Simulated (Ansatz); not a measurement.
A (001) slab of Na (P6_3/mmc (No. 194)), 3 planes, outer planes Na (top) and Na (bottom), with 3 atoms (Na3) in a surface cell of A = 11.982 Å², as cut from the bulk:

```
Na
1.0
     3.71964    0.00000    0.00000
    -1.85982    3.22130    0.00000
     0.00000    0.00000   21.06172
Na
3
Direct
  0.33333 0.66667 0.35610
  0.66667 0.33333 0.50000
  0.33333 0.66667 0.64390
```

Theory: Ansatz 0.2.0, DFT PBEsol, scalar-relativistic, plane waves, PAW. Plane waves to 420 eV, a k mesh through Γ of 12×12×1 on the computed 3-atom cell and Gaussian smearing (0.10 eV); no spin polarisation. The cell repeats along c with a dipole correction in the vacuum.

Against the same 3 atoms in the bulk, the slab as cut lies 0.350 eV higher and the relaxed slab 0.350 eV higher.

(1) Work out the surface energy before and after relaxation.

(2) What is the ideal work of this cut, per area?

Answers

(1) The slab has two faces, so γ = (E_slab − N·E_bulk)/(2A), the mean of both. As cut: 0.350/(2 × 11.982) = 0.0146 eV/Å², and 1 eV/Å² = 16.02 J/m², so γ = 0.23 J/m². Relaxed: 0.350/(2 × 11.982) = 0.0146 eV/Å² = 0.23 J/m². Relaxation recovers 0.0 % of the cost of cutting.

(2) Griffith's ideal work is 2γ: 0.47 J/m², whether the new faces relax or not. One thickness was run, 3 planes, so γ can still shift with it.

The reference crystal is a form of Na, which isn't its usual structure.